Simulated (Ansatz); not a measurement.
A (001) slab of MoP (P-6m2 (No. 187)), 8 planes, outer planes Mo (top) and P (bottom), with 8 atoms (Mo4P4) in a surface cell of A = 8.903 Å², as cut from the bulk:

```
CELL_PARAMETERS angstrom
3.20623 0.00000 0.00000
-1.60312 2.77668 0.00000
0.00000 0.00000 26.10947
ATOMIC_POSITIONS crystal
P 0.33333 0.66667 0.28725
Mo 0.00000 0.00000 0.34804
P 0.33333 0.66667 0.40882
Mo 0.00000 0.00000 0.46961
P 0.33333 0.66667 0.53039
Mo 0.00000 0.00000 0.59118
P 0.33333 0.66667 0.65196
Mo 0.00000 0.00000 0.71275
```

The calculation used Ansatz 0.2.0, DFT PBEsol, scalar-relativistic, plane waves, PAW. Settings: cutoff 420 eV, Γ-centred mesh 12×12×1 on the computed 8-atom cell, Gaussian smearing of 0.10 eV; no spin polarisation. A dipole correction removes the field between periodic images along c.

Against the same 8 atoms in the bulk, the slab as cut lies 3.695 eV higher and the relaxed slab 3.471 eV higher.

Question: Work out the surface energy before and after relaxation.

Answer: The slab has two faces, so γ = (E_slab − N·E_bulk)/(2A), the mean of both. As cut: 3.695/(2 × 8.903) = 0.2075 eV/Å², and 1 eV/Å² = 16.02 J/m², so γ = 3.32 J/m². Relaxed: 3.471/(2 × 8.903) = 0.1949 eV/Å² = 3.12 J/m². Relaxation recovers 6 % of the cost of cutting.

Question: What is the ideal work of this cut, per area?

Answer: Griffith's ideal work is 2γ: 6.65 J/m² if the new faces stay rigid, 6.25 J/m² if they relax. One thickness was run, 8 planes, so γ can still shift with it.